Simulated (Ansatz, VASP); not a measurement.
# ZnS in VASP and in Ansatz

```
Zn S
1.0
     0.00000    2.63737    2.63737
     2.63737    0.00000    2.63737
     2.63737    2.63737    0.00000
Zn S
1 1
Direct
  0.25000 0.25000 0.25000
  0.00000 0.00000 0.00000
```

Alike in both runs: task single point; functional PBE; k mesh 8 × 8 × 8; occupations gaussian, width 0.02 eV; no spin polarisation.

```csv
,VASP,Ansatz
version,VASP 6.6.1,Ansatz 0.2.0
potentials or method,"VASP PAW PBE potentials, release 64 (Zn, S)","scalar-relativistic, plane waves, PAW"
plane-wave cutoff (eV),520,420
valence electrons in the cell,18,18
```

```tsv
	VASP	Ansatz	Ansatz less VASP
gap on the k mesh at the Fermi level (eV)	2.44	2.43	-0.010
least direct gap on the mesh (eV)	2.44	2.43	-0.010
pressure (GPa)	8.3	8.1	-0.21
```

Expect the measured gap to be larger: semilocal functionals such as PBE lack the derivative discontinuity.
